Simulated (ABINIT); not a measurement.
# Br (Cmce) in ABINIT: equation of state

How stiff is Br in PBEsol, and what volume does it want? The cell is scaled to several volumes.

Everything below comes from runs of ABINIT 10.8.3 (patched build). Logs are shortened: lines on timing, memory, paths and dates and some standing lists are left out, and cuts for length are marked. The log counts tension as positive stress, the text compression.

### Step 1. The structure

Symmetry: Cmce, No. 64, orthorhombic system. The conventional cell has a = 6.726 Å, b = 4.645 Å, c = 8.702 Å, α = 90.00°, β = 90.00°, γ = 90.00°. Br (site symmetry m) is surrounded by 1 Br at 2.29 Å.

### Step 2. Equation of state, PBEsol

File run.abi:

```
# Datasets: one volume each
ndtset 7
scalecart1 3*0.9795861087
scalecart2 3*0.9864848297
scalecart3 3*0.9932883884
scalecart4 3*1.0000000000
scalecart5 3*1.0066227096
scalecart6 3*1.0131594038
scalecart7 3*1.0196128224

# Pseudopotentials
pp_dirpath "./"
pseudos "Br.upf"

# Structure
acell 7.7238007882 7.7238007882 16.4449636543
rprim
     0.8228618996    -0.5682414049     0.0000000000
     0.8228618996     0.5682414049     0.0000000000
     0.0000000000     0.0000000000     1.0000000000
ntypat 1
znucl 35
natom 4
typat 1 1 1 1
xred
     0.3651000000     0.6349000000     0.3901000000
     0.1349000000     0.8651000000     0.8901000000
     0.6349000000     0.3651000000     0.6099000000
     0.8651000000     0.1349000000     0.1099000000
chkprim 0
chksymtnons 0
tolsym 1.0e-6

# Plane-wave basis
ecut 625.861884 eV

# k points
kptopt 1
ngkpt 7 7 3
nshiftk 1
shiftk 0.0 0.0 0.0

# Exchange and correlation
ixc -116133

# Bands and occupations
nband 18
occopt 3
tsmear 0.05 eV

# SCF cycle
nstep 100
tolvrs 1.0e-10

# Output
iomode 3
prtwf 0
prtden 0
prteig 0
prtebands 0
enunit 1
```

Potentials or basis: PseudoDojo NC SR PBEsol v0.4.1 standard.

Run with:

```console
$ mpirun --bind-to none -np 4 abinit run.abi > log 2>&1
```

run.abo:

```text
.Version 10.8.3 of ABINIT
 DATASET    1 : space group Cm c a (# 64); Bravais oC (1-face-center ortho.)
================================================================================
 Values of the parameters that define the memory need for DATASET  1.
     intxc =       0    ionmov =       0      iscf =       7    lmnmax =       6
     lnmax =       6     mgfft =      72  mpssoang =       3    mqgrid =    3478
     natom =       4  nloc_mem =       1    nspden =       1   nspinor =       1
    nsppol =       1      nsym =       8    n1xccc =    2501    ntypat =       1
    occopt =       3   xclevel =       2
       mpw =        4564          nfft =       93312          nkpt =          32
================================================================================
================================================================================
[... 61 lines left out ...]
 DATASET    7 : space group Cm c a (# 64); Bravais oC (1-face-center ortho.)
================================================================================
 Values of the parameters that define the memory need for DATASET  7.
     intxc =       0    ionmov =       0      iscf =       7    lmnmax =       6
     lnmax =       6     mgfft =      75  mpssoang =       3    mqgrid =    3620
     natom =       4  nloc_mem =       1    nspden =       1   nspinor =       1
    nsppol =       1      nsym =       8    n1xccc =    2501    ntypat =       1
    occopt =       3   xclevel =       2
       mpw =        5152          nfft =       97200          nkpt =          32
================================================================================
================================================================================

--------------------------------------------------------------------------------
------------- Echo of variables that govern the present computation ------------
--------------------------------------------------------------------------------
 -outvars: echo values of preprocessed input variables --------
            acell      7.7238007882E+00  7.7238007882E+00  1.6444963654E+01 Bohr
              amu      7.99040000E+01
          chkprim           0
      chksymtnons           0
             ecut      2.30000000E+01 Hartree
           enunit           1
              ixc     -116133
           jdtset        1    2    3    4    5    6    7
         kptrlatt        7    0    0      0    7    0      0    0    3
          kptrlen1     4.83277739E+01
          kptrlen2     4.86681215E+01
          kptrlen3     4.90037743E+01
          kptrlen4     4.93348910E+01
          kptrlen5     4.96616216E+01
          kptrlen6     4.99841087E+01
          kptrlen7     5.03024874E+01
            natom           4
            nband          18
           ndtset           7
            ngfft1         36      36      72
            ngfft2         36      36      72
            ngfft3         36      36      72
            ngfft4         36      36      72
            ngfft5         36      36      72
            ngfft6         36      36      72
            ngfft7         36      36      75
             nkpt          32
            nstep         100
             nsym           8
           ntypat           1
           occopt           3
           prtden           0
        prtebands           0
           prteig           0
            prtwf           0
            rprim1     8.0606408623E-01 -5.5664138663E-01  0.0000000000E+00
                       8.0606408623E-01  5.5664138663E-01  0.0000000000E+00
                       0.0000000000E+00  0.0000000000E+00  9.7958610870E-01
            rprim2     8.1174078089E-01 -5.6056152554E-01  0.0000000000E+00
                       8.1174078089E-01  5.6056152554E-01  0.0000000000E+00
                       0.0000000000E+00  0.0000000000E+00  9.8648482970E-01
            rprim3     8.1733917013E-01 -5.6442758930E-01  0.0000000000E+00
                       8.1733917013E-01  5.6442758930E-01  0.0000000000E+00
                       0.0000000000E+00  0.0000000000E+00  9.9328838840E-01
            rprim4     8.2286189960E-01 -5.6824140490E-01  0.0000000000E+00
                       8.2286189960E-01  5.6824140490E-01  0.0000000000E+00
                       0.0000000000E+00  0.0000000000E+00  1.0000000000E+00
            rprim5     8.2831147500E-01 -5.7200470271E-01  0.0000000000E+00
                       8.2831147500E-01  5.7200470271E-01  0.0000000000E+00
                       0.0000000000E+00  0.0000000000E+00  1.0066227096E+00
            rprim6     8.3369027161E-01 -5.7571912300E-01  0.0000000000E+00
                       8.3369027161E-01  5.7571912300E-01  0.0000000000E+00
                       0.0000000000E+00  0.0000000000E+00  1.0131594038E+00
            rprim7     8.3900054390E-01 -5.7938622265E-01  0.0000000000E+00
                       8.3900054390E-01  5.7938622265E-01  0.0000000000E+00
                       0.0000000000E+00  0.0000000000E+00  1.0196128224E+00
          spgroup          64
           tolsym      1.00000000E-06
           tolvrs      1.00000000E-10
           tsmear      1.83746611E-03 Hartree
            typat      1  1  1  1
           xangst1     3.2945929779E+00  6.1383215561E-01  3.3254668185E+00
                       3.2945929779E+00  1.6613055598E+00  7.5877929125E+00
                       3.2945929779E+00 -6.1383215561E-01  5.1991853694E+00
                       3.2945929779E+00 -1.6613055598E+00  9.3685927545E-01
           xangst2     3.3177951013E+00  6.1815505968E-01  3.3488863705E+00
                       3.3177951013E+00  1.6730052801E+00  7.6412298343E+00
                       3.3177951013E+00 -6.1815505968E-01  5.2358005572E+00
                       3.3177951013E+00 -1.6730052801E+00  9.4345709335E-01
           xangst3     3.3406771701E+00  6.2241833278E-01  3.3719828686E+00
                       3.3406771701E+00  1.6845436123E+00  7.6939296368E+00
                       3.3406771701E+00 -6.2241833278E-01  5.2719106679E+00
                       3.3406771701E+00 -1.6845436123E+00  9.4996389966E-01
           xangst4     3.3632499978E+00  6.2662398962E-01  3.3947672277E+00
                       3.3632499978E+00  1.6959260090E+00  7.7459172247E+00
                       3.3632499978E+00 -6.2662398962E-01  5.3075327664E+00
                       3.3632499978E+00 -1.6959260090E+00  9.5638276935E-01
           xangst5     3.3855238258E+00  6.3077393833E-01  3.4172497852E+00
[... 24 lines left out ...]
                       6.3556213887E+00  3.2048356868E+00  1.4637662149E+01
                       6.3556213887E+00 -1.1841477243E+00  1.0029783333E+01
                       6.3556213887E+00 -3.2048356868E+00  1.8073015056E+00
            xcart5     6.3977128235E+00  1.1919899908E+00  6.4576661978E+00
                       6.3977128235E+00  3.2260603828E+00  1.4734603134E+01
                       6.3977128235E+00 -1.1919899908E+00  1.0096207675E+01
                       6.3977128235E+00 -3.2260603828E+00  1.8192707386E+00
            xcart6     6.4392575770E+00  1.1997304024E+00  6.4996002698E+00
                       6.4392575770E+00  3.2470094137E+00  1.4830285056E+01
                       6.4392575770E+00 -1.1997304024E+00  1.0161769302E+01
                       6.4392575770E+00 -3.2470094137E+00  1.8310845159E+00
            xcart7     6.4802730622E+00  1.2073722033E+00  6.5410001139E+00
                       6.4802730622E+00  3.2676915599E+00  1.4924748017E+01
                       6.4802730622E+00 -1.2073722033E+00  1.0226495692E+01
                       6.4802730622E+00 -3.2676915599E+00  1.8427477891E+00
             xred      3.6510000000E-01  6.3490000000E-01  3.9010000000E-01
                       1.3490000000E-01  8.6510000000E-01  8.9010000000E-01
                       6.3490000000E-01  3.6510000000E-01  6.0990000000E-01
                       8.6510000000E-01  1.3490000000E-01  1.0990000000E-01
            znucl       35.00000

================================================================================

 chkinp: Checking input parameters for consistency, jdtset=   1.

 chkinp: Checking input parameters for consistency, jdtset=   2.
[... 32 lines left out ...]
--- Pseudopotential description ------------------------------------------------
- pspini: atom type   1  psp file is ./Br.upf
12 -116133 2 -1 1098                          pspcod,pspxc,lmax,lloc,mmax
     nproj     2     2     2

   1.22632461E+03                                ecore*ucvol(ha*bohr**3)
--------------------------------------------------------------------------------

================================================================================

--- !BeginCycle
iteration_state: {dtset: 1, }
solver: {iscf: 7, nstep: 100, nline: 4, wfoptalg: 0, }
tolerances: {tolvrs: 1.00E-10, }
...
[... 1125 lines left out ...]
-Cartesian components of stress tensor (GPa)         [Pressure= -1.2960E+00 GPa]
- sigma(1 1)=  1.30427672E-01  sigma(3 2)=  0.00000000E+00
- sigma(2 2)=  1.79472684E+00  sigma(3 1)=  0.00000000E+00
- sigma(3 3)=  1.96289264E+00  sigma(2 1)=  0.00000000E+00

== END DATASET(S) ==============================================================
================================================================================

 -outvars: echo values of variables after computation  --------
            acell      7.7238007882E+00  7.7238007882E+00  1.6444963654E+01 Bohr
           etotal1    -6.2850733436E+01
           etotal2    -6.2851792964E+01
           etotal3    -6.2852419855E+01
           etotal4    -6.2852661694E+01
           etotal5    -6.2852561608E+01
           etotal6    -6.2852156482E+01
           etotal7    -6.2851481176E+01
            fcart1    -6.2964115786E-19  1.5040387954E-02 -2.5263444201E-02
                      -2.3772058013E-19 -1.5040387954E-02 -2.5263444201E-02
                      -2.3772058013E-19 -1.5040387954E-02  2.5263444201E-02
                       1.1050823181E-18  1.5040387954E-02  2.5263444201E-02
            fcart2     1.1818607705E-19  1.1889858161E-02 -2.0849293445E-02
                      -1.1818607705E-19 -1.1889858161E-02 -2.0849293445E-02
                      -1.1818607705E-19 -1.1889858161E-02  2.0849293445E-02
                       1.1818607705E-19  1.1889858161E-02  2.0849293445E-02
            fcart3     7.7624786837E-19  8.9726346561E-03 -1.6744845001E-02
                      -6.7779558582E-20 -8.9726346561E-03 -1.6744845001E-02
[... 66 lines left out ...]
                       3.3632499978E+00  1.6959260090E+00  7.7459172247E+00
                       3.3632499978E+00 -6.2662398962E-01  5.3075327664E+00
                       3.3632499978E+00 -1.6959260090E+00  9.5638276935E-01
           xangst5     3.3855238258E+00  6.3077393833E-01  3.4172497852E+00
                       3.3855238258E+00  1.7071576344E+00  7.7972161851E+00
                       3.3855238258E+00 -6.3077393833E-01  5.3426830146E+00
                       3.3855238258E+00 -1.7071576344E+00  9.6271661470E-01
           xangst6     3.4075083626E+00  6.3486998773E-01  3.4394403404E+00
                       3.4075083626E+00  1.7182433841E+00  7.8478488773E+00
                       3.4075083626E+00 -6.3486998773E-01  5.3773767332E+00
                       3.4075083626E+00 -1.7182433841E+00  9.6896819640E-01
           xangst7     3.4292128226E+00  6.3891385464E-01  3.4613481944E+00
                       3.4292128226E+00  1.7291879046E+00  7.8978365236E+00
                       3.4292128226E+00 -6.3891385464E-01  5.4116284639E+00
                       3.4292128226E+00 -1.7291879046E+00  9.7514013475E-01
             xred      3.6510000000E-01  6.3490000000E-01  3.9010000000E-01
                       1.3490000000E-01  8.6510000000E-01  8.9010000000E-01
                       6.3490000000E-01  3.6510000000E-01  6.0990000000E-01
                       8.6510000000E-01  1.3490000000E-01  1.0990000000E-01
 Calculation completed.
```

Run time: 2.3 min. Hardware: 4 MPI ranks of Arm Neoverse V2, shared host; peak memory 0.48 GiB.

What came out:

```
Equilibrium volume                        : 34.12 Å³/atom
Bulk modulus at fixed shape and positions : 27 GPa
Pressure derivative of the bulk modulus   : 4.9
```

Energy against volume, from the lowest point:
| volume (Å³/atom) | energy (meV/atom) |
| --- | --- |
| 31.949 | 13.12 |
| 32.629 | 5.91 |
| 33.308 | 1.65 |
| 33.988 | 0.00 |
| 34.668 | 0.68 |
| 35.348 | 3.44 |
| 36.028 | 8.03 |

Caveat: pressures at fixed basis lie under the slope of the energies; the cell was scaled at fixed shape and fractional positions, which overstates the stiffness of a crystal with free parameters, most of all of layers and chains.
